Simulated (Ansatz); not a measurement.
Set up this calculation in Ansatz 0.2.0, as the native input.

| Item | Value |
| --- | --- |
| Task | single point |
| Functional | PBE |
| Potentials or basis | Ansatz PAW |
| Cutoff | 420 eV (not typed: the program's choice for these potentials) |
| k mesh | 10 × 10 × 10 |
| Occupations | gaussian, width 0.023 eV |
| Spin | no spin polarisation |

Li2O:

```xyz
3
Lattice="0.0000 2.3269 2.3269 2.3269 0.0000 2.3269 2.3269 2.3269 0.0000" Properties=species:S:1:pos:R:3 pbc="T T T"
O     0.0000    0.0000    0.0000
Li    1.1634    1.1634    1.1634
Li    3.4903    3.4903    3.4903
```

The cell comes from a database or a generator and needn't be the stable form of this composition.

These files were run (other wordings do the same):

input.yaml

```yaml
crystal:
  lattice:
    - [0.0, 2.3268543819, 2.3268543819]
    - [2.3268543819, 0.0, 2.3268543819]
    - [2.3268543819, 2.3268543819, 0.0]
  atoms:
    - { symbol: O, position: [0.0, 0.0, 0.0] }
    - { symbol: Li, position: [0.25, 0.25, 0.25] }
    - { symbol: Li, position: [0.75, 0.75, 0.75] }
hamiltonian:
  xc: pbe
  pseudopotentials: { kind: paw }
kpoints:
  mp_grid: { grid: [10, 10, 10] }
scf:
  occupations: { method: gaussian, width: 0.023 }
output:
  forces: true
  stress: true
  eigenvalues: true
```

Potentials or basis: Ansatz PAW.

Launch:

```console
$ ansatz run input.yaml --threads 2 --pin off --max-ram 5632MiB --backend cpu --events-out ev --progress --plain --runs-dir out
```

It gave:

| Quantity | Value |
| --- | --- |
| Pressure | -1.4 GPa |
| Band gap on the k mesh | 4.95 eV, indirect (least direct gap 5.11 eV) |

Caveat: the pressure holds a Pulay correction of +0.5 GPa for the finite cutoff.

Run time: 0.29 s on 2 threads of Intel(R) Xeon(R) 6975P-C (Granite Rapids), on a shared host, peak memory 0.39 GiB.
